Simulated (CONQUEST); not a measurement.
## CdSe under changes of volume

One of the cells (28.942 Å³/atom); the others are scaled copies at fixed shape and fractional positions:

```xyz
4
Lattice="4.3420 0.0000 0.0000 0.0000 4.3420 0.0000 0.0000 0.0000 6.1405" Properties=species:S:1:pos:R:3 pbc="T T T"
Cd    0.0000    0.0000    0.0000
Cd    2.1710    2.1710    3.0703
Se    0.0000    2.1710    4.6054
Se    2.1710    0.0000    1.5351
```

Measurements of this composition are mostly on another form, of space group No. 186.

| Quantity | Value |
| --- | --- |
| Program | CONQUEST 1.3 |
| Functional | PBE |
| Potentials or basis | PseudoDojo NC PBE, DZP, grid of 48 × 48 × 60 points |
| k mesh | 6 × 6 × 5 |
| Occupations | fermi-dirac, width 0.05 eV |
| Spin | no spin polarisation |

```tsv
volume (Å³/atom)	energy over the lowest point (meV/atom)	pressure (GPa)	gap on the mesh (eV)
27.206	49.21	5.9	0.87
27.784	30.67	4.4	0.82
28.363	16.85	3.2	0.76
28.942	7.37	2.1	0.71
29.521	2.00	1.0	0.66
30.100	0.00	0.1	0.62
30.679	?	?	?
```

Task: What does the run at 30.679 Å³/atom give?

Result: Energy over the lowest point 1.09 meV/atom; pressure -0.7 GPa; gap on the mesh 0.57 eV.

Worked out: A Birch-Murnaghan fit of order 3 (a polynomial in V^(-2/3)) to the other rows has its minimum at 30.15 Å³/atom, just outside them, with B0 = V·E''(V) = 46 GPa and B' = 4.2. It gives 1.33 meV/atom at 30.679 Å³/atom, against the run's 1.09, and -dE/dV = -0.8 GPa, against -0.7. A straight line through the other rows of the gap, of slope -2.52 eV per unit of ln V, extrapolates to 0.57 eV, against the run's 0.57.

Energies are extrapolated to zero smearing.

Caveats: an odd mesh through Γ misses points on the zone boundary, where band edges often lie; the basis of atomic orbitals isn't converged, which shifts pressures, moduli and gaps. Spin-orbit coupling on Cd, Se is left out.
